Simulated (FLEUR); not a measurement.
Ce under changes of volume

One of the cells (29.355 Å³/atom); the others are scaled copies at fixed shape and fractional positions:

```
CELL_PARAMETERS angstrom
-1.94330 1.94330 1.94330
1.94330 -1.94330 1.94330
1.94330 1.94330 -1.94330
ATOMIC_POSITIONS crystal
Ce 0.00000 0.00000 0.00000
```

This isn't the form of Ce at room conditions, which is fcc.

```yaml
Program: FLEUR MaX-R8.1 (later development tree)
Functional: BLYP
Potentials_or_basis: all-electron
Basis: FLAPW
Kmax: 4.1 1/bohr
k_mesh: 10 × 10 × 10
Occupations: fermi-dirac, width 0.05 eV
Spin: collinear spin, ferromagnetic start
Starting_moments: "[1.0] μB"
```

| volume (Å³/atom) | energy over the lowest point (meV/atom) | moment (μB per cell) |
| --- | --- | --- |
| 27.593 | 41.81 | 0.00 |
| 28.181 | 31.34 | 0.21 |
| 29.355 | 16.56 | 0.65 |
| 30.529 | ? | ? |
| 31.116 | 0.00 | 1.05 |

What does the run at 30.529 Å³/atom give?

Energy over the lowest point 4.38 meV/atom; moment 0.95 μB per cell.

Worked out: A Birch-Murnaghan fit of order 2 (a polynomial in V^(-2/3)) to the other rows has no minimum within the range. It gives 4.59 meV/atom at 30.529 Å³/atom, against the run's 4.38. A parabola through the other rows of the moment, of slope 0.213 μB per Å³/atom there, gives 0.94 μB, against the run's 0.95.

Energies are extrapolated to zero smearing.

Caveats: the magnetic or orbital state may not be the lowest.
